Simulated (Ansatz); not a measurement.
Te: the change of energy less free atoms and pressure with volume scale

Results calculated with Ansatz 0.2.0, not measured. Periodic Kohn-Sham DFT of a crystal at fixed atoms, scaled to volume_scale times the given cell; pressure positive in compression, energy less spherical unpolarised free atoms, largest_vzz the field gradient of largest size among the nuclei.

The cell before it is scaled or strained (space group Im-3m, No. 229):
```
CELL_PARAMETERS angstrom
-1.92620 1.92620 1.92620
1.92620 -1.92620 1.92620
1.92620 1.92620 -1.92620
ATOMIC_POSITIONS crystal
Te 0.00000 0.00000 0.00000
```

Settings of every row: method all-electron LAPW; functional PBE; relativity scalar; k mesh 14x14x14; filling fermi-dirac; smearing width 0.05 eV; basis error target 0.25 meV/atom; nucleus gaussian.

Atom start moment: 0 on all atoms.

Limits: no spin-orbit coupling on heavy atoms; the cell comes from a prototype or a list of computed structures and needn't be the stable phase.

```csv
row,volume scale,V (Å³/atom),energy less free atoms (eV/atom),pressure (GPa)
1,0.9405,26.886,-2.8037,3.932
2,0.97,27.729,-2.8187,1.831
3,1,28.587,?,?
4,1.03,29.444,-2.8196,-1.467
5,1.06,30.302,-2.8083,-2.729
```

Question: what energy less free atoms and pressure should row 3 give?

Worked fit of energy less free atoms. Take u = (V_r/V)^(2/3) − 1 with V_r = 28.587 Å³ an atom, which is twice the finite (Eulerian) strain; such expansions in the strain, on which the Birch-Murnaghan equation of state is built, carry the rest volume and the bulk modulus. The shown rows have u = 0.04175, 0.02052, -0.0195, -0.0381. Least squares give energy less free atoms = −2.82356 + 0.0163 × u + 10.978 × u² eV/atom; a straight line predicts inner rows, each left out in turn, worse (root mean square 0.01 against 0.00025 eV/atom). The rows lie off it by 0.0000, -0.0001, 0.0001, -0.0001. Its lowest point lies at u = -0.0007, or V = 28.62 Å³ an atom, and the curvature there gives the bulk modulus at fixed shape and fractions, B = (4/9)(1 + u)² E″(u)/V = 54.5 GPa. The withheld row has u = 0, so the fit gives −2.82356 + 0.0163 × (0) + 10.978 × (0)² = -2.8236 eV/atom.

The calculation gave -2.8235 eV/atom. The fit lies 0.0001 eV/atom (0.51 % of the column's range) below it, one unit of the last digit.

Worked fit of pressure. Take u = (V_r/V)^(2/3) − 1 with V_r = 28.587 Å³ an atom, which is twice the finite (Eulerian) strain; such expansions in the strain, on which the Birch-Murnaghan equation of state is built, carry the rest volume and the bulk modulus. The shown rows have u = 0.04175, 0.02052, -0.0195, -0.0381. Least squares give pressure = 0.0354 + 82.403 × u + 260.39 × u² GPa; a straight line predicts inner rows, each left out in turn, worse (root mean square 0.24 against 0.013 GPa). The rows lie off it by 0.002, -0.005, 0.005, -0.003 (root mean square 0.004 GPa). The pressure vanishes at u = -0.0004, or V = 28.61 Å³ an atom, and there the bulk modulus at fixed shape and fractions is B = −V dP/dV = (2/3)(1 + u) dP/du = 54.8 GPa. The withheld row has u = 0, so the fit gives 0.0354 + 82.403 × (0) + 260.39 × (0)² = 0.035 GPa.

The calculation gave 0.038 GPa. The fit lies 0.003 GPa (7.9 % of the value, 0.045 % of the column's range) below it; its largest miss of a shown row is 0.005 GPa.
